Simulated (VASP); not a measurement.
# TaN (P6_3/mmc) in VASP: a series of runs

One crystal, TaN, is run at these levels: revPBE+D3, revPBE+D3(BJ), revPBE+D4; tasks: relaxation of cell and atoms.

Program: VASP 6.6.1. These are calculated values, not measurements. Logs are shortened: lines on timing, memory, paths and dates and some standing lists are left out, and cuts for length are marked.

**1. The crystal as given**

The structure is hexagonal, space group P6_3/mmc (No. 194). Conventional cell: a = 2.922 Å, b = 2.922 Å, c = 5.917 Å, α = 90.00°, β = 90.00°, γ = 120.00°. Ta (site symmetry -3m) has 6 N at 2.24 Å as nearest neighbours. N (site symmetry -6m2) is surrounded by 6 Ta at 2.24 Å.

The cell comes from a database or a generator and needn't be the stable form of this composition.

**2. Relaxation of cell and atoms, revPBE+D3**

The input, INCAR:

```
ALGO = Fast
EDIFF = 1E-7
EDIFFG = -0.01
ENCUT = 600
GGA = RE
IBRION = 2
ISIF = 3
ISMEAR = -1
IVDW = 11
LASPH = T
LCHARG = F
LREAL = F
LWAVE = F
NELM = 100
NSW = 60
PREC = Accurate
SIGMA = 0.05
```

The input, KPOINTS:

```
k-points
0
Gamma
  10 10 5
```

The input, POSCAR:

```
TaN
1.0
    2.9217699809      0.0000000000      0.0000000000
   -1.4608849905      2.5303270275      0.0000000000
    0.0000000000      0.0000000000      5.9165150000
Ta N
2 2
Direct
    0.0000000000      0.0000000000      0.5000000000
    0.0000000000      0.0000000000      0.0000000000
    0.3333333333      0.6666666667      0.2500000000
    0.6666666667      0.3333333333      0.7500000000
```

Potentials or basis: VASP PAW PBE potentials, release 64 (Ta_pv, N).

On the command line:

```bash
cat potpaw_PBE.64/Ta_pv/POTCAR potpaw_PBE.64/N/POTCAR > POTCAR
mpirun -np 1 vasp_std > vasp.out
```

OUTCAR:

```text
EDIFF = 1E-7
   EDIFFG = -0.01
   ENCUT = 600
   GGA = RE
   IBRION = 2
   ISIF = 3
   ISMEAR = -1
   IVDW = 11
   LASPH = T
   LREAL = F
   NELM = 100
   NSW = 60
   PREC = Accurate
 IVDW          = 11

 ion  position               nearest neighbor table
   1  0.000  0.000  0.500-   3 2.24   4 2.24   4 2.24   3 2.24   4 2.24   3 2.24   2 2.96   2 2.96

   2  0.000  0.000  0.000-   3 2.24   4 2.24   4 2.24   3 2.24   4 2.24   3 2.24   1 2.96   1 2.96

   3  0.333  0.667  0.250-   1 2.24   2 2.24   1 2.24   2 2.24   1 2.24   2 2.24
   4  0.667  0.333  0.750-   1 2.24   2 2.24   1 2.24   2 2.24   1 2.24   2 2.24

  LATTYP: Found a hexagonal cell.
 ALAT       =     2.9217699809
 C/A-ratio  =     2.0249763119

  Lattice vectors:

 A1 = (   2.9217699809,   0.0000000000,   0.0000000000)
 A2 = (  -1.4608849905,   2.5303270275,   0.0000000000)
 A3 = (   0.0000000000,   0.0000000000,   5.9165150000)

Analysis of symmetry for initial positions (statically):
=====================================================================
 Subroutine PRICEL returns:
 Original cell was already a primitive cell.

 Routine SETGRP: Setting up the symmetry group for a
 hexagonal supercell.

 Subroutine GETGRP returns: Found 24 space group operations
 (whereof 12 operations were pure point group operations)
 out of a pool of 24 trial point group operations.

The static configuration has the point symmetry D_3d.
 The point group associated with its full space group is D_6h.

Analysis of symmetry for dynamics (positions and initial velocities):
=====================================================================
 Subroutine PRICEL returns:
 Original cell was already a primitive cell.

 Routine SETGRP: Setting up the symmetry group for a
 hexagonal supercell.

 Subroutine GETGRP returns: Found 24 space group operations
 (whereof 12 operations were pure point group operations)
 out of a pool of 24 trial point group operations.

The dynamic configuration has the point symmetry D_3d.
 The point group associated with its full space group is D_6h.

 Subroutine INISYM returns: Found 24 space group operations
 (whereof 12 operations are pure point group operations),
 and found     1 'primitive' translations

----------------------------------------------------------------------------------------

                                     Primitive cell

  volume of cell :      43.7410

  direct lattice vectors                    reciprocal lattice vectors
     2.921769981  0.000000000  0.000000000     0.342258291  0.197602916  0.000000000
    -1.460884991  2.530327027  0.000000000     0.000000000  0.395205833  0.000000000
     0.000000000  0.000000000  5.916515000     0.000000000  0.000000000  0.169018417

  length of vectors
     2.921769981  2.921769981  5.916515000     0.395205833  0.395205833  0.169018417

  position of ions in fractional coordinates (direct lattice)
     0.000000000  0.000000000  0.500000000
     0.000000000  0.000000000  0.000000000
     0.333333333  0.666666667  0.250000000
     0.666666667  0.333333333  0.750000000

  ion indices of the primitive-cell ions
   primitive index   ion index
                 1           1
                 2           2
                 3           3
                 4           4

----------------------------------------------------------------------------------------

 KPOINTS: k-points

Automatic generation of k-mesh.
 Grid dimensions read from file:
 generate k-points for:   10   10    5

 Generating k-lattice:

  Cartesian coordinates                     Fractional coordinates (reciprocal lattice)
     0.034225829  0.019760292  0.000000000     0.100000000  0.000000000  0.000000000
     0.000000000  0.039520583  0.000000000     0.000000000  0.100000000  0.000000000
     0.000000000  0.000000000  0.033803683     0.000000000  0.000000000  0.200000000

  Length of vectors
     0.039520583  0.039520583  0.033803683

  Shift w.r.t. Gamma in fractional coordinates (k-lattice)
     0.000000000  0.000000000  0.000000000

 Subroutine IBZKPT returns following result:
 ===========================================

 Found     42 irreducible k-points:

 Following reciprocal coordinates:
            Coordinates               Weight
  0.000000  0.000000  0.000000      1.000000
  0.100000  0.000000  0.000000      6.000000
  0.200000  0.000000  0.000000      6.000000
  0.300000  0.000000  0.000000      6.000000
  0.400000  0.000000  0.000000      6.000000
  0.500000  0.000000  0.000000      3.000000
[... 16 lines left out ...]
  0.300000  0.100000  0.200000     24.000000
  0.400000  0.100000  0.200000     24.000000
 [... further k-points ...]
   k-points           NKPTS =     42   k-points in BZ     NKDIM =     42   number of bands    NBANDS=     20
   number of dos      NEDOS =    301   number of ions     NIONS =      4
   total plane-waves  NPLWV =  27648
   dimension x,y,z NGX =    24 NGY =   24 NGZ =   48
   dimension x,y,z NGXF=    48 NGYF=   48 NGZF=   96
[... 63 lines left out ...]

  energy without entropy =      -42.31330761  energy(sigma->0) =      -42.31832383

------------------------ aborting loop because EDIFF is reached ----------------------------------------

 Edisp (eV)   -2.54552

 E8    (eV) :    -1.2627

  FORCE on cell =-STRESS in cart. coord.  units (eV):
  Direction    XX          YY          ZZ          XY          YZ          ZX
  --------------------------------------------------------------------------------------
  -------------------------------------------------------------------------------------
  Total      -2.21752    -2.21752    -0.77505     0.00000    -0.00000    -0.00000
  in kB     -81.22491   -81.22491   -28.38910     0.00000    -0.00000    -0.00000
  external pressure =      -63.61 kB  Pullay stress =        0.00 kB

 VOLUME and BASIS-vectors are now :
 -----------------------------------------------------------------------------
  energy-cutoff  :      600.00
  volume of cell :       43.74
      direct lattice vectors                 reciprocal lattice vectors
     2.921769981  0.000000000  0.000000000     0.342258291  0.197602916  0.000000000
    -1.460884991  2.530327027  0.000000000     0.000000000  0.395205833  0.000000000
     0.000000000  0.000000000  5.916515000     0.000000000  0.000000000  0.169018417
[... 169 lines left out ...]
 POSITION                                       TOTAL-FORCE (eV/Angst)
 -----------------------------------------------------------------------------------
     -0.00000      0.00000      2.96658         0.000000     -0.000000      0.000000
     -1.44467      2.50224      5.93317         0.000000     -0.000000      0.000000
     -0.00000      1.66816      1.48329         0.000000     -0.000000     -0.000000
      1.44467      0.83408      4.44988        -0.000000      0.000000      0.000000
 -----------------------------------------------------------------------------------
    total drift:                               -0.000000      0.000000      0.000000

  FREE ENERGIE OF THE ION-ELECTRON SYSTEM (eV)
  ---------------------------------------------------
  free  energy   TOTEN  =       -44.8908051781 eV

  energy  without entropy=      -44.8806713827  energy(sigma->0) =      -44.88573828

--------------------------------------- Ionic step        6  -------------------------------------------

 number of electron      31.9999999 magnetization

 Free energy of the ion-electron system (eV)
  ---------------------------------------------------
  ext. energy  EPLUGINS =         0.00000000
  ---------------------------------------------------
  free energy    TOTEN  =       -42.28542823 eV

  energy without entropy =      -42.27539431  energy(sigma->0) =      -42.28041127

 E-fermi :   8.3758     XC(G=0): -13.3350

 val. band max:        8.3645551673   @ k =   0.1000   0.1000   0.4000
 cond. band min:       8.3946331021   @ k =   0.1000   0.0000   0.2000
 fundamental gap:      0.0300779348
 Fermi energy:         8.3757674748

 k-point     1 :       0.0000    0.0000    0.0000
  band No.  band energies     occupation
      1     -27.2311      2.00000
      2     -26.4729      2.00000
      3     -26.1710      2.00000
      4     -26.1710      2.00000
      5     -26.1106      2.00000
      6     -26.1106      2.00000
[... 12 lines left out ...]
     19       9.0240      0.00000
     20      10.6189      0.00000
[... 507 lines left out ...]
 k-point    24 :       0.4000    0.1000    0.2000
  band No.  band energies     occupation
      1     -27.2675      2.00000
      2     -27.1569      2.00000
      3     -26.8797      2.00000
      4     -26.4955      2.00000
      5     -26.4301      2.00000
      6     -26.3645      2.00000
[... 12 lines left out ...]
     19      12.4104      0.00000
     20      13.3083      0.00000

 [... further k-points ...]

------------------------ aborting loop because EDIFF is reached ----------------------------------------

 Edisp (eV)   -2.60621

 E8    (eV) :    -1.2923

  FORCE on cell =-STRESS in cart. coord.  units (eV):
  Direction    XX          YY          ZZ          XY          YZ          ZX
  --------------------------------------------------------------------------------------
  -------------------------------------------------------------------------------------
  Total       0.01529     0.01529     0.02554    -0.00000     0.00000     0.00000
  in kB       0.57161     0.57161     0.95478    -0.00000     0.00000     0.00000
  external pressure =        0.70 kB  Pullay stress =        0.00 kB

 VOLUME and BASIS-vectors are now :
 -----------------------------------------------------------------------------
  energy-cutoff  :      600.00
  volume of cell :       42.85
      direct lattice vectors                 reciprocal lattice vectors
     2.892014981  0.000000000 -0.000000000     0.345779675  0.199635988  0.000000000
    -1.446007490  2.504558441 -0.000000000    -0.000000000  0.399271977 -0.000000000
    -0.000000000  0.000000000  5.916450508     0.000000000  0.000000000  0.169020259

 POSITION                                       TOTAL-FORCE (eV/Angst)
 -----------------------------------------------------------------------------------
     -0.00000      0.00000      2.95823         0.000000     -0.000000      0.000000
      0.00000      0.00000     -0.00000         0.000000      0.000000      0.000000
     -0.00000      1.66971      1.47911         0.000000      0.000000     -0.000000
      1.44601      0.83485      4.43734        -0.000000     -0.000000      0.000000
 -----------------------------------------------------------------------------------
    total drift:                               -0.000000      0.000000      0.000000

  FREE ENERGIE OF THE ION-ELECTRON SYSTEM (eV)
  ---------------------------------------------------
  free  energy   TOTEN  =       -44.8916361956 eV

  energy  without entropy=      -44.8816022766  energy(sigma->0) =      -44.88661924

 reached required accuracy - stopping structural energy minimisation
```

Run time: 80 s. Hardware: 1 thread of Intel Xeon 6975P-C (Granite Rapids), shared host; peak memory 0.21 GiB.

Results:

| Quantity | Value |
| --- | --- |
| Free energy | -44.8916 eV |
| Relaxed volume | 10.71 Å³/atom |
| Relaxed cell | a = 2.892 Å, b = 2.892 Å, c = 5.916 Å, α = 90.00°, β = 90.00°, γ = 120.00° |
| Space group after relaxing (to 0.05 Å) | P6_3/mmc (No. 194) |
| Energy gained by relaxing | 5.7 meV/atom |
| Ionic steps | 6 |
| Pressure after relaxing | 0.1 GPa |
| Band gap on the k mesh | none (metal or under the smearing width) |
| Dispersion energy per atom | -0.652 eV |

The path:
| step | energy change (eV) | largest force (eV/Å) | pressure (GPa) | volume (Å³) |
| --- | --- | --- | --- | --- |
| 1 | 0.0000 | 0.0000 | -6.36 | 43.74 |
| 2 | 0.0663 | 0.0000 | 16.00 | 41.05 |
| 3 | -0.0217 | 0.0000 | 0.37 | 42.83 |
| 4 | -0.0217 | 0.0000 | 0.54 | 42.81 |
| 5 | -0.0219 | 0.0000 | -0.35 | 42.90 |
| 6 | -0.0228 | 0.0000 | 0.07 | 42.85 |

Final structure:
```yaml
crystal:
  lattice:
    - [2.89201, 0.00000, 0.00000]
    - [-1.44601, 2.50456, 0.00000]
    - [0.00000, 0.00000, 5.91645]
  atoms:
    - { symbol: Ta, position: [0.00000, 0.00000, 0.50000] }
    - { symbol: Ta, position: [0.00000, 0.00000, 0.00000] }
    - { symbol: N, position: [0.33333, 0.66667, 0.25000] }
    - { symbol: N, position: [0.66667, 0.33333, 0.75000] }
```

Levels at points of the mesh, in eV from the Fermi level:
| k point | band 14 | band 15 | band 16 | band 17 | band 18 | band 19 |
| --- | --- | --- | --- | --- | --- | --- |
| (0.00, 0.00, 0.00) | -1.93 | -1.93 | -0.22 | -0.22 | 0.65 | 0.65 |
| (0.50, 0.00, 0.00) | -3.77 | -2.76 | -2.25 | 2.91 | 4.11 | 5.05 |

Caveat: the PAW data sets were made with another functional, which shifts forces and pressure a little; pairwise dispersion overbinds metals, which lowers pressure and volume. Spin-orbit coupling is left out, which matters for the levels of Ta.

**3. Relaxation of cell and atoms, revPBE+D3(BJ)**

The input, INCAR:

```
SYSTEM = TaN
PREC = Accurate
ENCUT = 600
EDIFF = 1E-6
ISMEAR = -1
SIGMA = 0.05
LREAL = .FALSE.
LASPH = .TRUE.
NELM = 60
ALGO = Fast
ISIF = 3
LWAVE = .FALSE.
LCHARG = .FALSE.
GGA = RE
IVDW = 12
IBRION = 2
NSW = 60
EDIFFG = -0.005
```

The input, KPOINTS:

```
regular mesh
0
G
  10 10 5
  0 0 0
```

POSCAR is that of step 2.

Potentials or basis: VASP PAW PBE potentials, release 64 (Ta_pv, N).

On the command line:

```bash
cat potpaw_PBE.64/Ta_pv/POTCAR potpaw_PBE.64/N/POTCAR > POTCAR
mpirun -np 1 vasp_std > vasp.out
```

It took 86 s on 1 thread of Intel Xeon 6975P-C (Granite Rapids), shared host; peak memory 0.21 GiB.

The run converged. Its results:

- Free energy: -45.7700 eV
- Relaxed volume: 10.60 Å³/atom
- Relaxed cell: a = 2.887 Å, b = 2.887 Å, c = 5.872 Å, α = 90.00°, β = 90.00°, γ = 120.00°
- Space group after relaxing (to 0.05 Å): P6_3/mmc (No. 194)
- Energy gained by relaxing: 11.1 meV/atom
- Ionic steps: 10
- Pressure after relaxing: 0.0 GPa
- Band gap on the k mesh: none (metal or under the smearing width)
- Dispersion energy per atom: -0.879 eV

The path:
```
step  energy change (eV)  largest force (eV/Å)  pressure (GPa)  volume (Å³)
   1              0.0000                0.0000          -10.10        43.74
   2              0.1958                0.0000           28.57        39.52
   3             -0.0438                0.0000           -0.20        42.43
   4             -0.0438                0.0000            0.00        42.40
   5             -0.0438                0.0000            0.21        42.37
   6             -0.0440                0.0000            0.15        42.36
   7             -0.0443                0.0000            0.18        42.37
   8             -0.0443                0.0000            0.19        42.37
   9             -0.0443                0.0000           -0.31        42.43
  10             -0.0443                0.0000            0.01        42.39
```

Final structure:
```
Ta N
1.0
     2.88719    0.00000    0.00000
    -1.44360    2.50038    0.00000
     0.00000    0.00000    5.87205
Ta N
2 2
Direct
  0.00000 0.00000 0.50000
  0.00000 0.00000 0.00000
  0.33333 0.66667 0.25000
  0.66667 0.33333 0.75000
```

Levels at points of the mesh, in eV from the Fermi level:
```csv
k point,band 12,band 13,band 14,band 15,band 16,band 17,band 18,band 19,band 20
"(0.00, 0.00, 0.00)",-4.43,-3.56,-2.01,-2.01,-0.23,-0.23,0.61,0.61,2.37
"(0.50, 0.00, 0.00)",-5.49,-4.16,-3.83,-2.83,-2.23,2.95,4.18,5.06,5.42
```

Caveat: the PAW data sets were made with another functional, which shifts forces and pressure a little; pairwise dispersion overbinds metals, which lowers pressure and volume. The run has no spin-orbit coupling, so splittings on Ta are missing.

**4. Relaxation of cell and atoms, revPBE+D4**

Edit INCAR of step 3 so:

```diff
@@ -8,3 +8,3 @@
 LASPH = .TRUE.
-NELM = 60
+NELM = 80
 ALGO = Fast
@@ -14,5 +14,5 @@
 GGA = RE
-IVDW = 12
+IVDW = 13
 IBRION = 2
-NSW = 60
-EDIFFG = -0.005
+NSW = 40
+EDIFFG = -0.01
```

The input, KPOINTS:

```
Automatic mesh
0
G
  10 10 5
  0 0 0
```

POSCAR is that of step 3.

On the command line:

```bash
cat potpaw_PBE.64/Ta_pv/POTCAR potpaw_PBE.64/N/POTCAR > POTCAR
mpirun -np 1 vasp_std > vasp.out
```

It took 69 s on 1 thread of Intel Xeon 6975P-C (Granite Rapids), shared host; peak memory 0.2 GiB.

It converged, with:

* Free energy: -44.4658 eV
* Relaxed volume: 10.72 Å³/atom
* Relaxed cell: a = 2.901 Å, b = 2.901 Å, c = 5.884 Å, α = 90.00°, β = 90.00°, γ = 120.00°
* Space group after relaxing (to 0.05 Å): P6_3/mmc (No. 194)
* Energy gained by relaxing: 4.2 meV/atom
* Ionic steps: 6
* Pressure after relaxing: 0.0 GPa
* Band gap on the k mesh: none (metal or under the smearing width)
* Dispersion energy per atom: -0.544 eV

The path:
| step | energy change (eV) | largest force (eV/Å) | pressure (GPa) | volume (Å³) |
| --- | --- | --- | --- | --- |
| 1 | 0.0000 | 0.0000 | -6.23 | 43.74 |
| 2 | 0.0687 | 0.0000 | 15.82 | 41.10 |
| 3 | -0.0166 | 0.0000 | -0.08 | 42.91 |
| 4 | -0.0166 | 0.0000 | 0.03 | 42.90 |
| 5 | -0.0166 | 0.0000 | 0.05 | 42.89 |
| 6 | -0.0167 | 0.0000 | 0.04 | 42.89 |

Final structure:
```cif
data_structure
_symmetry_space_group_name_H-M 'P 1'
_symmetry_Int_Tables_number 1
_cell_length_a 2.9014
_cell_length_b 2.9014
_cell_length_c 5.8835
_cell_angle_alpha 90.000
_cell_angle_beta 90.000
_cell_angle_gamma 120.000
_cell_volume 42.89
loop_
_atom_site_label
_atom_site_type_symbol
_atom_site_fract_x
_atom_site_fract_y
_atom_site_fract_z
_atom_site_occupancy
Ta1 Ta 0.00000 0.00000 0.50000 1
Ta2 Ta 0.00000 0.00000 0.00000 1
N1 N 0.33333 0.66667 0.25000 1
N2 N 0.66667 0.33333 0.75000 1
```

Levels at points of the mesh, in eV from the Fermi level:
| k point | band 14 | band 15 | band 16 | band 17 | band 18 | band 19 |
| --- | --- | --- | --- | --- | --- | --- |
| (0.00, 0.00, 0.00) | -2.02 | -2.02 | -0.23 | -0.23 | 0.58 | 0.58 |
| (0.50, 0.00, 0.00) | -3.78 | -2.83 | -2.17 | 2.91 | 4.07 | 4.94 |

Caveat: the PAW data sets were made with another functional, which shifts forces and pressure a little; pairwise dispersion overbinds metals, which lowers pressure and volume.

**5. The reference run**

An earlier run on the cell as given: functional PBE; potentials or basis VASP PAW PBE potentials, release 64 (Ta_pv, N); cutoff 520 eV; k mesh 10 × 10 × 5; occupations fermi-dirac, width 0.05 eV; no spin polarisation.

* Pressure: -0.4 GPa
* Band gap on the k mesh: none (metal or under the smearing width)

**6. The runs side by side**

| task | level | cell | cutoff (eV) | gap on the mesh (eV) | pressure (GPa) | relaxed volume (Å³/atom) |
| --- | --- | --- | --- | --- | --- | --- |
| relaxation of cell and atoms | revPBE+D3 | relaxed | 600 | none | 0.1 | 10.71 |
| relaxation of cell and atoms | revPBE+D3(BJ) | relaxed | 600 | none | 0.0 | 10.60 |
| relaxation of cell and atoms | revPBE+D4 | relaxed | 600 | none | 0.0 | 10.72 |
| single point | PBE | as given | 520 | none | -0.4 | - |

Alike in all rows: potentials or basis VASP PAW PBE potentials, release 64 (Ta_pv, N); no spin polarisation; k mesh 10 × 10 × 5; smearing fermi-dirac 0.05 eV.

Caveats: the PAW data sets were made with another functional, which shifts forces and pressure a little (some runs); pairwise dispersion overbinds metals, which lowers pressure and volume (some runs).

Absolute energies hang on the potentials; compare differences alone.
